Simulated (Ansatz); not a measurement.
**TiO₂: a line through a two-coordinate scan**

How does the energy of TiO2 (P4_2/mnm, No. 136; 6 atoms in the cell) vary with lattice constant a (and b), at lattice constant c = 2.727 Å?

Computed with Ansatz 0.2.0 (DFT PBE, scalar-relativistic, plane waves, PAW, unless a step's input says otherwise).

19 further runs of the same task are left out: 1 for a known fault of the program, 18 set aside as unsound or not needed.

## (1) Starting point

It takes space group P4_2/mnm (No. 136, tetragonal). Conventional cell: a = 4.643 Å, b = 4.643 Å, c = 2.964 Å, α = 90.00°, β = 90.00°, γ = 90.00°. Ti (site symmetry mmm) has 6 O at 1.96 to 2.00 Å as nearest neighbours. O (site symmetry m2m) has 3 Ti at 1.96 to 2.00 Å as nearest neighbours.

Structure file:

```cif
data_structure
_symmetry_space_group_name_H-M 'P4_2/mnm'
_symmetry_Int_Tables_number 136
_cell_length_a 4.6434
_cell_length_b 4.6434
_cell_length_c 2.9639
_cell_angle_alpha 90.000
_cell_angle_beta 90.000
_cell_angle_gamma 90.000
_cell_volume 63.90
loop_
_atom_site_label
_atom_site_type_symbol
_atom_site_symmetry_multiplicity
_atom_site_Wyckoff_symbol
_atom_site_fract_x
_atom_site_fract_y
_atom_site_fract_z
_atom_site_occupancy
Ti1 Ti 2 a 0.00000 0.00000 0.00000 1
O1 O 4 f 0.30510 0.30510 0.00000 1
```

It is the result of an earlier relaxation at this level (volume 10.65 Å³/atom; gap on the mesh: 1.86 eV).

## (2) Plan of the line

The energy is mapped over the lattice constants a and c of the conventional cell.

- lattice constant a (and b): 7 values from 4.318 to 4.968 Å
- lattice constant c: 7 values from 2.727 to 3.201 Å

Nothing else is relaxed (fractional coordinates fixed). Energies count from the relaxed crystal. Points are written as (first, second).

## (3) Point (4.318 Å, 2.727 Å)

Contents of input.yaml:

```yaml
crystal:
  lattice:
    - [4.3184, 0.0, 0.0]
    - [0.0, 4.3184, 0.0]
    - [0.0, 0.0, 2.7268]
  atoms:
    - { symbol: Ti, position: [0.0, 0.0, 0.0] }
    - { symbol: Ti, position: [0.5, 0.5, 0.5] }
    - { symbol: O, position: [0.3050970583, 0.3050970583, 0.0] }
    - { symbol: O, position: [0.1949029417, 0.8050970583, 0.5] }
    - { symbol: O, position: [0.6949029417, 0.6949029417, 0.0] }
    - { symbol: O, position: [0.8050970583, 0.1949029417, 0.5] }
basis:
  ecutwfc: 520.0
kpoints:
  mp_grid: { grid: [6, 6, 10] }
hamiltonian:
  xc: pbe
  pseudopotentials: { kind: paw, azcp: { folder: soft_1 } }
scf:
  occupations: { method: gaussian, width: 0.05 }
output:
  forces: true
  stress: true
  eigenvalues: true
```

On the command line:

```bash
> ansatz run input.yaml --threads 2 --pin off --max-ram 4096MiB --backend cpu --events-out ev --progress --plain --runs-dir out
```

The program printed, cut to the lines that bear on the results:

```text
Warning: RAYON_NUM_THREADS=2 ignored (pool sized by the plan → 2); use --threads N
[...]
Pseudopotentials: kind: paw
Pseudopotential: Ti, paw, valence charge 12, recommended cutoff 420 eV (normal), <dir>
Pseudopotential: O, paw, valence charge 6, recommended cutoff 420 eV (normal), <dir>
Functional definition: PBE
[...]
Crystal: 6 atoms, lattice volume = 50.851 Å³
Basis set: ecut = 520 eV, 1359 PW (Γ), exchange–correlation on 72×72×48 points (8 copies of the dense FFT grid, shifted against one another)
Bands: 30, of which v1, the nominal top of the filled ones, is band 24 counted from 1 (23 counted from 0)
Symmetry: 16 space group operations
Space group: P42/mnm (ITA 136), of the structure as read, at distance tolerance 3.7e-5 Å
k-points: 60 of 360
[...]
SCF iter   1: F=—  HF=-7275.510832 eV  |F-HF|=—  |Δ(HF+E_count)|=         —  Δρ=1.02e-1  dr2=4.63e0  ethr=3.10e-3  ⟨swp⟩=5.8  Hψ=6499  notcnv=0
[...]
SCF iter   7: F=-7274.455648 eV  HF=-7274.455648 eV  |F-HF|=1.03e-9  |Δ(HF+E_count)|=   9.47e-8  Δρ=3.47e-6  dr2=3.80e-9  ethr=1.75e-10  ⟨swp⟩=2.2  Hψ=6503  notcnv=0
[...]
SCF converged after 7 iterations
Free energy (F): -7274.455648 eV
[...]
E sigma→0 (E₀):  -7274.455648 eV
Fermi energy:    13.459040 eV
[...]
--- Forces (eV/Å), atoms counted from 1 ---
  atom   1  Ti     0.00000000    -0.00000000     0.00000000
  atom   2  Ti    -0.00000000    -0.00000000    -0.00000000
  atom   3  O     -1.22000392    -1.22000392    -0.00000000
  atom   4  O      1.22000392    -1.22000392    -0.00000000
  atom   5  O      1.22000392     1.22000392     0.00000000
  atom   6  O     -1.22000392     1.22000392     0.00000000
[...]
--- Stress (GPa, compression-positive) ---
       75.718131       0.000000       0.000000
        0.000000      75.718131       0.000000
        0.000000       0.000000     104.695273
  P = ⅓ Tr σ = 85.3772 GPa (853.772 kbar)
--- Band table (eV; the first three rows and the last of 60) ---
[...]
```

It took 7.7 s on 2 threads of Arm Neoverse N1, shared host; peak memory 0.39 GiB.

That is 480 meV/atom from the zero.

## (4) The run at (4.427 Å, 2.727 Å)

Changes to input.yaml since step 3:

```diff
@@ -2,4 +2,4 @@
   lattice:
-    - [4.3184, 0.0, 0.0]
-    - [0.0, 4.3184, 0.0]
+    - [4.4267, 0.0, 0.0]
+    - [0.0, 4.4267, 0.0]
     - [0.0, 0.0, 2.7268]
```

On the command line:

```bash
> ansatz run input.yaml --threads 2 --pin off --max-ram 4096MiB --backend cpu --events-out ev --progress --plain --runs-dir out
```

The program printed, cut to the lines that bear on the results:

```text
[...]
SCF converged after 7 iterations
Free energy (F): -7275.476852 eV
[...]
E sigma→0 (E₀):  -7275.476852 eV
Fermi energy:    12.463138 eV
[...]
--- Forces (eV/Å), atoms counted from 1 ---
  atom   1  Ti     0.00000000    -0.00000000    -0.00000000
  atom   2  Ti     0.00000000    -0.00000000    -0.00000000
  atom   3  O     -1.07566736    -1.07566736    -0.00000000
  atom   4  O      1.07566736    -1.07566736     0.00000000
  atom   5  O      1.07566736     1.07566736     0.00000000
  atom   6  O     -1.07566736     1.07566736     0.00000000
[...]
--- Stress (GPa, compression-positive) ---
       51.879555       0.000000       0.000000
        0.000000      51.879555       0.000000
        0.000000       0.000000      83.914649
  P = ⅓ Tr σ = 62.5579 GPa (625.579 kbar)
--- Band table (eV; the first three rows and the last of 60) ---
[...]
```

Wall time 8.4 s (2 threads of Arm Neoverse N1, shared host); peak memory 0.39 GiB.

Energy on the map's scale: 310 meV/atom.

## (5) The run at (4.535 Å, 2.727 Å)

Changes to input.yaml since step 4:

```diff
@@ -2,4 +2,4 @@
   lattice:
-    - [4.4267, 0.0, 0.0]
-    - [0.0, 4.4267, 0.0]
+    - [4.5351, 0.0, 0.0]
+    - [0.0, 4.5351, 0.0]
     - [0.0, 0.0, 2.7268]
```

On the command line:

```bash
> ansatz run input.yaml --threads 2 --pin off --max-ram 4096MiB --backend cpu --events-out ev --progress --plain --runs-dir out
```

The program printed, cut to the lines that bear on the results:

```text
[...]
SCF converged after 7 iterations
Free energy (F): -7276.167048 eV
[...]
E sigma→0 (E₀):  -7276.167048 eV
Fermi energy:    11.515083 eV
[...]
--- Forces (eV/Å), atoms counted from 1 ---
  atom   1  Ti     0.00000000    -0.00000000     0.00000000
  atom   2  Ti     0.00000000     0.00000000     0.00000000
  atom   3  O     -0.86166913    -0.86166913     0.00000000
  atom   4  O      0.86166913    -0.86166913     0.00000000
  atom   5  O      0.86166913     0.86166913     0.00000000
  atom   6  O     -0.86166913     0.86166913     0.00000000
[...]
--- Stress (GPa, compression-positive) ---
       32.341740       0.000000       0.000000
        0.000000      32.341740       0.000000
        0.000000       0.000000      66.771961
  P = ⅓ Tr σ = 43.8185 GPa (438.185 kbar)
--- Band table (eV; the first three rows and the last of 60) ---
[...]
```

Wall time 7.3 s (2 threads of Arm Neoverse N1, shared host); peak memory 0.4 GiB.

That is 195 meV/atom from the zero.

## (6) Changing settings: symmetry.detect false, occupations.width 0.15, preconditioner none, ecutwfc left out

Changes to input.yaml since step 5:

```diff
@@ -12,4 +12,3 @@
     - { symbol: O, position: [0.8050970583, 0.1949029417, 0.5] }
-basis:
-  ecutwfc: 520.0
+  symmetry: { detect: false }
 kpoints:
@@ -20,6 +19,7 @@
 scf:
-  occupations: { method: gaussian, width: 0.05 }
+  occupations: { method: gaussian, width: 0.15 }
+  mixing: { preconditioner: none }
 output:
   forces: true
+  eigenvalues: true
   stress: true
-  eigenvalues: true
```

On the command line:

```bash
> ansatz run input.yaml --threads 2 --pin off --max-ram 4096MiB --backend cpu --events-out ev --progress --plain --runs-dir out
```

The program printed, cut to the lines that bear on the results:

```text
Warning: RAYON_NUM_THREADS=2 ignored (pool sized by the plan → 2); use --threads N
[...]
[... 4 set-up lines as earlier in the session ...]
[...]
Crystal: 6 atoms, lattice volume = 56.082 Å³
Basis set: ecut = 420 eV, 1113 PW (Γ), exchange–correlation on 64×64×40 points (8 copies of the dense FFT grid, shifted against one another)
Bands: 30, of which v1, the nominal top of the filled ones, is band 24 counted from 1 (23 counted from 0)
Symmetry: 1 space group operations
k-points: 184 of 360 (time reversal used)
[...]
SCF iter   1: F=—  HF=-7276.842075 eV  |F-HF|=—  |Δ(HF+E_count)|=         —  Δρ=8.09e-2  dr2=3.43e0  ethr=3.10e-3  ⟨swp⟩=5.0  Hψ=18849  notcnv=0
[...]
SCF iter   9: F=-7276.150368 eV  HF=-7276.150368 eV  |F-HF|=4.48e-8  |Δ(HF+E_count)|=   4.98e-7  Δρ=9.56e-6  dr2=5.05e-8  ethr=2.08e-10  ⟨swp⟩=7.9  Hψ=24040  notcnv=0
[...]
SCF converged after 9 iterations
Free energy (F): -7276.150368 eV
[...]
E sigma→0 (E₀):  -7276.150368 eV
Fermi energy:    11.519503 eV
[...]
--- Forces (eV/Å), atoms counted from 1 ---
  atom   1  Ti    -0.00001096     0.00004092     0.00000003
  atom   2  Ti     0.00001602    -0.00004050     0.00000012
  atom   3  O     -0.86338484    -0.86338422    -0.00000008
  atom   4  O      0.86323305    -0.86323327     0.00000002
  atom   5  O      0.86337550     0.86337498    -0.00000008
  atom   6  O     -0.86325024     0.86325093    -0.00000005
[...]
--- Stress (GPa, compression-positive) ---
       32.363324       0.000564       0.000000
        0.000564      32.363324      -0.000000
        0.000000      -0.000000      66.846692
  P = ⅓ Tr σ = 43.8578 GPa (438.578 kbar)
--- Band table (eV; the first three rows and the last of 184) ---
[...]
```

Run time: 31 s. Hardware: 2 threads of Arm Neoverse N1, shared host; peak memory 0.53 GiB.

```csv
run,ending,energy change,pressure (GPa),gap (eV),force (eV/Å),cycles,time
step 5,converged,0,43.8,2.32,1.22,7,7.3 s
variant,converged,+2.8 meV/atom (σ→0),43.9,2.32,1.22,9,31 s
```

Changing the use of symmetry, smearing, mixing and cutoff moves the energy by +2.8 meV/atom (σ→0 values). More than one kind of setting changed, and this run alone doesn't tell their shares apart. Cost: 9 SCF cycles against 7, 31 s against 7.3 s.

## (7) Grid point (4.643 Å, 2.727 Å)

Changes to input.yaml since step 5:

```diff
@@ -2,4 +2,4 @@
   lattice:
-    - [4.5351, 0.0, 0.0]
-    - [0.0, 4.5351, 0.0]
+    - [4.6433998178, 0.0, 0.0]
+    - [0.0, 4.6433998178, 0.0]
     - [0.0, 0.0, 2.7268]
```

On the command line:

```bash
> ansatz run input.yaml --threads 2 --pin off --max-ram 4096MiB --backend cpu --events-out ev --progress --plain --runs-dir out
```

The program printed, cut to the lines that bear on the results:

```text
Warning: RAYON_NUM_THREADS=2 ignored (pool sized by the plan → 2); use --threads N
[...]
[... 4 set-up lines as earlier in the session ...]
[...]
Crystal: 6 atoms, lattice volume = 58.793 Å³
Basis set: ecut = 520 eV, 1555 PW (Γ), exchange–correlation on 72×72×48 points (8 copies of the dense FFT grid, shifted against one another)
Bands: 30, of which v1, the nominal top of the filled ones, is band 24 counted from 1 (23 counted from 0)
[... 1 set-up line as earlier in the session ...]
Space group: P42/mnm (ITA 136), of the structure as read, at distance tolerance 3.9e-5 Å
k-points: 60 of 360
[...]
SCF iter   1: F=—  HF=-7277.125050 eV  |F-HF|=—  |Δ(HF+E_count)|=         —  Δρ=7.20e-2  dr2=2.94e0  ethr=3.10e-3  ⟨swp⟩=5.8  Hψ=6320  notcnv=0
[...]
SCF iter   7: F=-7276.574110 eV  HF=-7276.574110 eV  |F-HF|=6.95e-9  |Δ(HF+E_count)|=   9.50e-8  Δρ=5.11e-6  dr2=1.30e-8  ethr=2.08e-10  ⟨swp⟩=8.6  Hψ=7164  notcnv=0
[...]
SCF converged after 7 iterations
Free energy (F): -7276.574110 eV
[...]
E sigma→0 (E₀):  -7276.574110 eV
Fermi energy:    10.633517 eV
[...]
--- Forces (eV/Å), atoms counted from 1 ---
  atom   1  Ti     0.00000000    -0.00000000     0.00000000
  atom   2  Ti     0.00000000     0.00000000     0.00000000
  atom   3  O     -0.59783624    -0.59783624     0.00000000
  atom   4  O      0.59783624    -0.59783624     0.00000000
  atom   5  O      0.59783624     0.59783624     0.00000000
  atom   6  O     -0.59783624     0.59783624     0.00000000
[...]
--- Stress (GPa, compression-positive) ---
       16.382078       0.000000       0.000000
        0.000000      16.382078       0.000000
        0.000000       0.000000      52.716520
  P = ⅓ Tr σ = 28.4936 GPa (284.936 kbar)
--- Band table (eV; the first three rows and the last of 60) ---
[...]
```

It took 8 s on 2 threads of Arm Neoverse N1, shared host; peak memory 0.4 GiB.

That is 127 meV/atom from the zero.

## (8) Point (4.752 Å, 2.727 Å)

Changes to input.yaml since step 7:

```diff
@@ -2,4 +2,4 @@
   lattice:
-    - [4.6433998178, 0.0, 0.0]
-    - [0.0, 4.6433998178, 0.0]
+    - [4.7517, 0.0, 0.0]
+    - [0.0, 4.7517, 0.0]
     - [0.0, 0.0, 2.7268]
```

On the command line:

```bash
> ansatz run input.yaml --threads 2 --pin off --max-ram 4096MiB --backend cpu --events-out ev --progress --plain --runs-dir out
```

The program printed, cut to the lines that bear on the results:

```text
Warning: RAYON_NUM_THREADS=2 ignored (pool sized by the plan → 2); use --threads N
[...]
[... 4 set-up lines as earlier in the session ...]
[...]
Crystal: 6 atoms, lattice volume = 61.567 Å³
Basis set: ecut = 520 eV, 1683 PW (Γ), exchange–correlation on 72×72×48 points (8 copies of the dense FFT grid, shifted against one another)
Bands: 30, of which v1, the nominal top of the filled ones, is band 24 counted from 1 (23 counted from 0)
[... 2 set-up lines as earlier in the session ...]
k-points: 60 of 360
[...]
SCF iter   1: F=—  HF=-7277.178813 eV  |F-HF|=—  |Δ(HF+E_count)|=         —  Δρ=6.41e-2  dr2=2.52e0  ethr=3.10e-3  ⟨swp⟩=5.9  Hψ=6360  notcnv=0
[...]
SCF iter   7: F=-7276.740820 eV  HF=-7276.740820 eV  |F-HF|=4.82e-9  |Δ(HF+E_count)|=   1.15e-7  Δρ=3.82e-6  dr2=7.58e-9  ethr=2.01e-10  ⟨swp⟩=2.0  Hψ=6421  notcnv=0
[...]
SCF converged after 7 iterations
Free energy (F): -7276.740820 eV
[...]
E sigma→0 (E₀):  -7276.740820 eV
Fermi energy:    9.811504 eV
[...]
--- Forces (eV/Å), atoms counted from 1 ---
  atom   1  Ti     0.00000000    -0.00000000     0.00000000
  atom   2  Ti    -0.00000000     0.00000000     0.00000000
  atom   3  O     -0.29975668    -0.29975668     0.00000000
  atom   4  O      0.29975668    -0.29975668     0.00000000
  atom   5  O      0.29975668     0.29975668     0.00000000
  atom   6  O     -0.29975668     0.29975668     0.00000000
[...]
--- Stress (GPa, compression-positive) ---
        3.368571       0.000000       0.000000
        0.000000       3.368571       0.000000
        0.000000       0.000000      41.232701
  P = ⅓ Tr σ = 15.9899 GPa (159.899 kbar)
--- Band table (eV; the first three rows and the last of 60) ---
[...]
```

Wall time 9 s (2 threads of Arm Neoverse N1, shared host); peak memory 0.4 GiB.

That is 99 meV/atom from the zero.

## (9) Point (4.860 Å, 2.727 Å)

Changes to input.yaml since step 8:

```diff
@@ -2,4 +2,4 @@
   lattice:
-    - [4.7517, 0.0, 0.0]
-    - [0.0, 4.7517, 0.0]
+    - [4.8601, 0.0, 0.0]
+    - [0.0, 4.8601, 0.0]
     - [0.0, 0.0, 2.7268]
```

On the command line:

```bash
> ansatz run input.yaml --threads 2 --pin off --max-ram 4096MiB --backend cpu --events-out ev --progress --plain --runs-dir out
```

The program printed, cut to the lines that bear on the results:

```text
Warning: RAYON_NUM_THREADS=2 ignored (pool sized by the plan → 2); use --threads N
[...]
[... 4 set-up lines as earlier in the session ...]
[...]
Crystal: 6 atoms, lattice volume = 64.409 Å³
Basis set: ecut = 520 eV, 1743 PW (Γ), exchange–correlation on 80×80×48 points (8 copies of the dense FFT grid, shifted against one another)
Bands: 30, of which v1, the nominal top of the filled ones, is band 24 counted from 1 (23 counted from 0)
[... 1 set-up line as earlier in the session ...]
Space group: P42/mnm (ITA 136), of the structure as read, at distance tolerance 4.0e-5 Å
k-points: 60 of 360
[...]
SCF iter   1: F=—  HF=-7277.054362 eV  |F-HF|=—  |Δ(HF+E_count)|=         —  Δρ=5.75e-2  dr2=2.20e0  ethr=3.10e-3  ⟨swp⟩=5.4  Hψ=6341  notcnv=0
[...]
SCF iter   7: F=-7276.703122 eV  HF=-7276.703122 eV  |F-HF|=1.91e-9  |Δ(HF+E_count)|=   1.41e-7  Δρ=2.72e-6  dr2=3.87e-9  ethr=2.05e-10  ⟨swp⟩=2.2  Hψ=6288  notcnv=0
[...]
SCF converged after 7 iterations
Free energy (F): -7276.703122 eV
[...]
E sigma→0 (E₀):  -7276.703122 eV
Fermi energy:    9.081241 eV
[...]
--- Forces (eV/Å), atoms counted from 1 ---
  atom   1  Ti     0.00000000    -0.00000000     0.00000000
  atom   2  Ti     0.00000000     0.00000000     0.00000000
  atom   3  O      0.01989341     0.01989341     0.00000000
  atom   4  O     -0.01989341     0.01989341     0.00000000
  atom   5  O     -0.01989341    -0.01989341     0.00000000
  atom   6  O      0.01989341    -0.01989341     0.00000000
[...]
--- Stress (GPa, compression-positive) ---
       -7.208743       0.000000       0.000000
        0.000000      -7.208743       0.000000
        0.000000       0.000000      31.889019
  P = ⅓ Tr σ = 5.8238 GPa (58.238 kbar)
--- Band table (eV; the first three rows and the last of 60) ---
[...]
```

Run time: 9.5 s. Hardware: 2 threads of Arm Neoverse N1, shared host; peak memory 0.42 GiB.

That is 105 meV/atom from the zero.

## (10) The line in numbers

| lattice constant a (and b) (Å) | step | energy (meV/atom) | slope (meV/atom per Å) | pressure (GPa) | band gap on the k-mesh (eV) | largest force on an atom (eV/Å) |
| --- | --- | --- | --- | --- | --- | --- |
| 4.318 | 3 | 480 | −1855 | 85 | 2.46 | 1.73 |
| 4.427 | 4 | 310 | −1303 | 63 | 2.39 | 1.52 |
| 4.535 | 5 | 195 | −832 | 44 | 2.32 | 1.22 |
| 4.643 | 7 | 127 | −432 | 28 | 2.21 | 0.84 |
| 4.752 | 8 | 99 | −91 | 16 | 2.08 | 0.42 |
| 4.860 | 9 | 105 | 199 | 6 | 1.85 | 0.03 |
| 4.968 | – | 141 | 444 | −2 | 1.63 | 0.49 |

Energies count from the relaxed crystal. Rows without a step come from runs not printed here or follow by symmetry. Slopes come from the forces (and the stress, where the cell changes), not from differences of energies.

```csv
run,outcome
"step 6, run with symmetry.detect false, occupations.width 0.15, preconditioner none, ecutwfc left out (against step 5)",+2.8 meV/atom
```

The lowest point of the line is at 4.752 Å, 99 meV/atom from the zero. Energies and slopes round the minimum, fitted together, put the minimum at 4.7837 Å, with a curvature of about 2800 meV/atom per Å². The highest point computed, at 4.318 Å, lies 381 meV/atom above the lowest. This is one cut through a surface in two coordinates; the map's lowest point lies off it. A rigid map gives upper bounds: relaxing the other coordinates can only lower a point.

The gaps are Kohn-Sham values of a semilocal functional, not quasiparticle or optical gaps. Such gaps usually fall short of the measured ones.
